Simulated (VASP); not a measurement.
Ni:

```
Ni
1.0
     0.00000    1.73757    1.73757
     1.73757    0.00000    1.73757
     1.73757    1.73757    0.00000
Ni
1
Direct
  0.00000 0.00000 0.00000
```

* Program: VASP 6.6.1
* Task: relaxation of cell and atoms
* Functional: optPBE-vdW
* Potentials or basis: VASP PAW PBE potentials, release 64 (Ni)
* Cutoff: 600 eV
* k mesh: 13 × 13 × 13
* Occupations: fermi-dirac, width 0.05 eV
* Spin: collinear spin, ferromagnetic start
* Starting moments: [1.0] μB

At the start: pressure 9.7 GPa; volume 10.49 Å³/atom.

Problem. Where does the relaxation end?

Solution. Over 3 steps the energy falls by 14.2 meV/atom and the volume is 10.99 Å³/atom (+4.7 %); space group Fm-3m (No. 225, to 0.05 Å); moment 0.62 μB per cell.

The path:
```tsv
step	energy change (eV)	largest force (eV/Å)	pressure (GPa)	volume (Å³)
1	0.0000	0.0000	9.74	10.49
2	-0.0015	0.0000	-7.66	11.49
3	-0.0142	0.0000	-0.03	10.99
```

Final structure:
```
Ni
1.0
     0.00000    1.76442    1.76442
     1.76442    0.00000    1.76442
     1.76442    1.76442    0.00000
Ni
1
Direct
  0.00000 0.00000 0.00000
```

Caveat: the PAW data sets were made with another functional, which shifts forces and pressure a little.
